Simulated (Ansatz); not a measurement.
**Si under changes of volume**

One of the cells (21.259 Å³/atom); the others are scaled copies at fixed shape and fractional positions:

```
CELL_PARAMETERS angstrom
-3.32544 3.32544 1.92239
3.32544 -3.32544 1.92239
3.32544 3.32544 -1.92239
ATOMIC_POSITIONS crystal
Si 0.82120 0.17880 0.00000
Si 0.17880 0.82120 0.00000
Si 0.82120 0.82120 0.64240
Si 0.17880 0.17880 0.35760
```

This isn't the form of Si at room conditions, which is diamond.

| Property | Result |
| --- | --- |
| Program | Ansatz 0.2.0 |
| Functional | PBE |
| Potentials or basis | all-electron LAPW, scalar-relativistic |
| Cutoff | 222 eV (chosen from the basis error) |
| Basis error allowed | 0.001 eV/atom |
| k mesh | 8 × 8 × 8 |
| Occupations | fermi-dirac, width 0.05 eV |
| Spin | no spin polarisation |

```csv
volume (Å³/atom),energy over the lowest point (meV/atom),pressure (GPa),gap on the mesh (eV),largest force (eV/Å)
19.983,35.29,7.5,0.12,0.085
20.409,18.45,5.2,0.20,0.052
20.834,7.32,3.2,0.26,0.021
21.259,1.35,1.3,0.26,0.009
21.684,0.00,-0.3,0.26,0.036
22.109,?,?,?,?
22.534,9.54,-3.2,0.26,0.086
```

Q: What does the run at 22.109 Å³/atom give?

A: Energy over the lowest point 2.88 meV/atom; pressure -1.8 GPa; gap on the mesh 0.26 eV; largest force 0.062 eV/Å.

Worked out: A Birch-Murnaghan fit of order 3 (a polynomial in V^(-2/3)) to the other rows has its minimum at 21.60 Å³/atom with B0 = V·E''(V) = 82 GPa and B' = 4.1 at fixed shape and positions, which overstates the stiffness. It gives 2.87 meV/atom at 22.109 Å³/atom, against the run's 2.88, and -dE/dV = -1.8 GPa, against -1.8. A parabola through the other rows of the gap, of slope -0.657 eV per unit of ln V there, gives 0.27 eV, against the run's 0.26.

Energies are extrapolated to zero smearing.

A mesh can miss the band edges.
